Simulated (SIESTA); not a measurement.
Runs of SIESTA 5.4.2 on MnO. The structure is cubic, space group Pm-3m (No. 221). The conventional cell has a = 2.672 Å, b = 2.672 Å, c = 2.672 Å, α = 90.00°, β = 90.00°, γ = 90.00°. Mn (site symmetry m-3m) has 8 O at 2.31 Å as nearest neighbours. O (site symmetry m-3m) is surrounded by 8 Mn at 2.31 Å. Measurements of this composition are mostly on another form, of space group No. 225.

```csv
task,level,potentials or basis,spin,U,fixed moment (μB),broadening (eV),window from (eV),window to (eV),energy points,density-matrix tolerance,other keys,gap on the mesh (eV),pressure (GPa),moment (μB)
density of states,PBE,"PseudoDojo 0.4 standard (PBE files), TZP (energy shift 0.002 Ry)","collinear, zero start",-,-,0.05 eV,-15 eV,10 eV,201,1e-06,dm_tol = 1e-06; h_tol = 1e-05,none,-27.2,0.00
band structure,AM05+U,"PseudoDojo 0.4 standard (PBEsol files), DZP (energy shift 0.002 Ry)","collinear, ferromagnetic start",Mn d U = 4 eV,2.0,-,-,-,-,-,-,-,-19.5,2.00
single point,PBEsol,"PseudoDojo 0.4 standard (PBEsol files), DZP (energy shift 0.002 Ry)","collinear, zero start",-,-,-,-,-,-,-,-,none,-36.3,0.00
density of states,RPBE,"PseudoDojo 0.4 standard (PBE files), DZP (energy shift 0.002 Ry)","collinear, ferromagnetic start",-,-,0.2 eV,-25 eV,10 eV,301,-,-,none,23.1,(a)
```

Alike in all rows: cell as given; k mesh 8 × 8 × 8; smearing fermi-dirac 0.05 eV; grid cutoff 800 Ry; energy shift 0.002 Ry.

Problem. Fill in the values left out.

Solution. (a) 4.76.

Caveats: semicore shells carry a single zeta, which can move pressures by several GPa and volumes by a few percent; the basis of atomic orbitals isn't converged, which shifts pressures, moduli and gaps; semilocal functionals often make such compounds metallic where correlation or magnetic order opens a gap, which also shifts bond lengths (some runs); so large a pressure means that the cell lies far from this level's equilibrium, or that cutoff or potentials fall short (some runs); the potentials were made for another functional, which shifts forces and pressure (some runs); a cell with one magnetic atom can't hold antiferromagnetic order, which such compounds often take (some runs); the moment is held away from its start (some runs).

A gap of «none» marks a metal or a gap under the smearing width.
